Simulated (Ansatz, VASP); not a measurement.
## One calculation of AlNi, two programs

File INCAR:

```
ALGO = Normal
EDIFF = 1E-7
EDIFFG = -0.005
ENCUT = 600
GGA = PE
IBRION = 2
ISIF = 3
ISMEAR = 0
LASPH = True
LCHARG = False
LREAL = False
LWAVE = False
NELM = 100
NSW = 100
PREC = Accurate
SIGMA = 0.1
```

File KPOINTS:

```
k-points
0
Gamma
  14 14 14
```

File POSCAR:

```
AlNi
1.0
    2.8810000000      0.0000000000      0.0000000000
    0.0000000000      2.8810000000      0.0000000000
    0.0000000000      0.0000000000      2.8810000000
Al Ni
1 1
Direct
    0.0000000000      0.0000000000      0.0000000000
    0.5000000000      0.5000000000      0.5000000000
```

Input for Ansatz:

```yaml
crystal:
  lattice:
    - [2.881, 0.0, 0.0]
    - [0.0, 2.881, 0.0]
    - [0.0, 0.0, 2.881]
  atoms:
    - { symbol: Al, position: [0.0, 0.0, 0.0] }
    - { symbol: Ni, position: [0.5, 0.5, 0.5] }
basis:
  ecutwfc: 420
kpoints:
  mp_grid: { grid: [14, 14, 14] }
hamiltonian:
  xc: pbe
scf:
  occupations: { method: gaussian, width: 0.1 }
output:
  forces: true
  stress: true
  eigenvalues: true
  write_density: true
  write_potential: true
  elf: true
  volumetric_format: npy
relax:
  adjacent_minimum: "off"
  f_tol: 0.005
  max_steps: 80
  cell: { stress_tol: 0.05 }
```

Alike in both runs: task relaxation of cell and atoms; functional PBE; k mesh 14 × 14 × 14; occupations gaussian, width 0.1 eV; no spin polarisation.

|  | VASP | Ansatz |
| --- | --- | --- |
| version | VASP 6.6.1 | Ansatz 0.2.0 |
| potentials or method | VASP PAW PBE potentials, release 64 (Al, Ni) | scalar-relativistic, plane waves, PAW |
| plane-wave cutoff (eV) | 600 | 420 |
| valence electrons in the cell | 13 | 21 |

|  | VASP | Ansatz | Ansatz less VASP |
| --- | --- | --- | --- |
| gap on the k mesh at the Fermi level, each at its own relaxed structure (eV) | none | none | - |
| relaxed volume (Å³/atom) | 12.11 | 12.11 | +0.001 |
| relaxed cell length with the largest relative difference (Å) | 2.893 | 2.893 | 0.0000 |

A gap of «none» marks a metal or a gap that the smearing closes. The two sets of potentials don't hold the same shells in valence.

Spin polarisation is off, so any magnetic state and its effect on volume and gap are missing. PBE usually gives volumes a little too large and moduli too small. Zero-point motion and thermal expansion aren't in these numbers.
